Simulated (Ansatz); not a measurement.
Pb:

```xyz
1
Lattice="0.0000 2.4750 2.4750 2.4750 0.0000 2.4750 2.4750 2.4750 0.0000" Properties=species:S:1:pos:R:3 pbc="T T T"
Pb    0.0000    0.0000    0.0000
```

Program: Ansatz 0.2.0. Alike in all runs: task density of states; cell as given; k mesh 9 × 9 × 9. Hardware: 2 threads of Arm Neoverse V1 (shared host).

Order these runs on this cell by their wall time, lowest first.
A. level m-r2SCAN; potentials or basis JTH PAW; spin off; cutoff (eV) 1800; smearing methfessel-paxton 0.15 eV
B. level BLYP+D4; potentials or basis Ansatz PAW polarizable; spin collinear, random start; cutoff (eV) 420; smearing fermi-dirac 0.1 eV
C. level rPW86-PBE+D3(BJ); potentials or basis SPMS NC; spin off; cutoff (eV) 381; smearing gaussian 0.15 eV

C (1.8 s), B (4.7 s), A (13 s).

Caveats: the starting moments weren't kept (some runs).

Runs at the PBE level aren't shown here.
